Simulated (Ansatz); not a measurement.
In: single point with PBE

The system is In, a slab with vacuum.

```
CELL_PARAMETERS angstrom
3.33548 0.00000 0.00000
-1.66774 2.88861 0.00000
0.00000 0.00000 20.50914
ATOMIC_POSITIONS crystal
In 0.33333 0.66667 0.36569
In 0.66667 0.33333 0.50000
In 0.33333 0.66667 0.63431
```

The cell isn't the ideal one: the (0 0 1) slab of In, cut from the database cell, not relaxed.

```
Program             : Ansatz 0.2.0
Task                : single point
Functional          : PBE
Potentials or basis : all-electron LAPW, scalar-relativistic
Cutoff              : 168 eV (chosen from the basis error)
Basis error allowed : 0.001 eV/atom
k mesh              : 9 × 9 × 1
Occupations         : fermi-dirac, width 0.05 eV
Spin                : no spin polarisation
```

```yaml
Largest_force: 0.060 eV/Å
Band_gap_on_the_k_mesh: none (metal or under the smearing width)
Work_function: 3.87 eV
```

Forces in eV/Å, atoms in the order of the input:
```
In   0.000  0.000 -0.060
In   0.000  0.000  0.000
In   0.000  0.000  0.060
```

Stress tensor (GPa, compression positive):
```
-0.30  0.00  0.00
 0.00 -0.30  0.00
 0.00  0.00  0.27
```

Levels at points of the mesh, in eV from the Fermi level:
| k point | band 29 | band 30 | band 31 | band 32 | band 33 | band 34 |
| --- | --- | --- | --- | --- | --- | --- |
| (0.00, 0.00, 0.00) | -7.66 | -5.70 | -2.17 | 0.75 | 3.12 | 3.65 |

Wall time 6.9 s on 4 threads of Arm Neoverse V1, on a shared host, peak memory 0.41 GiB.
